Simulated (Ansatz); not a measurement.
Crystal: C.

```
C
1.0
     0.00000    1.78337    1.78337
     1.78337    0.00000    1.78337
     1.78337    1.78337    0.00000
C
2
Direct
  0.75000 0.75000 0.75000
  0.50000 0.50000 0.50000
```

This isn't the form of C at room conditions, which is graphite.

Base run:

| Quantity | Value |
| --- | --- |
| Program | Ansatz 0.2.0 |
| Functional | PBE |
| Potentials or basis | SPMS NC |
| Cutoff | 1034 eV (not typed: the program's choice for these potentials) |
| k mesh | 13 × 13 × 13 |
| Occupations | fermi-dirac, width 0.05 eV |
| Spin | no spin polarisation |

Its results: band gap on the k mesh 4.20 eV, indirect (least direct gap 5.63 eV); pressure 2.3 GPa.

Question: The run is repeated on the same cell with these changes: potentials or basis from SPMS NC to Ansatz PAW; cutoff from 1034 eV (not typed: the program's choice for these potentials) to 300 eV. What comes out?

Answer: Band gap on the k mesh 4.12 eV, indirect (least direct gap 5.60 eV); pressure 1.4 GPa.

Caveats: odd divisions of the mesh miss points on the zone boundary, where band edges often lie, so the gap on the mesh can be too wide (some runs); the pressure holds a Pulay correction of +15.2 GPa for the finite cutoff (some runs); the cutoff lies under the one recommended for these potentials (some runs).
